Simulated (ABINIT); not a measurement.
The system is CdTe.

```
Te Cd
1.0
     0.00000    3.20500    3.20500
     3.20500    0.00000    3.20500
     3.20500    3.20500    0.00000
Te Cd
1 1
Direct
  0.75000 0.75000 0.75000
  0.00000 0.00000 0.00000
```

Program: ABINIT 10.8.3 (patched build). Alike in all runs: task single point; level HSE06; potentials or basis SG15 NC PBE v1.2; no spin polarisation; cell as given; k mesh 3 × 3 × 3; cutoff (eV) 707; smearing fermi-dirac 0.05 eV; the mesh is coarse, so values aren't converged.

Question: Order these runs on this cell by their band gap on the k mesh, lowest first.
A. share of exact exchange 0.35
B. share of exact exchange 0.5
C. share of exact exchange 0.25
D. share of exact exchange 0.15
E. share of exact exchange 0.05

Answer: E (0.92 eV), D (1.30 eV), C (1.69 eV), A (2.10 eV), B (2.76 eV).

Caveats: all runs use coarse meshes; exact exchange is summed on a coarse mesh, which widens gaps by tenths of an eV; Libxc's HSE differs a little from that of other programs; spin-orbit coupling is left out, which moves the levels of the heavy elements.

Runs at the PBE level aren't shown here.
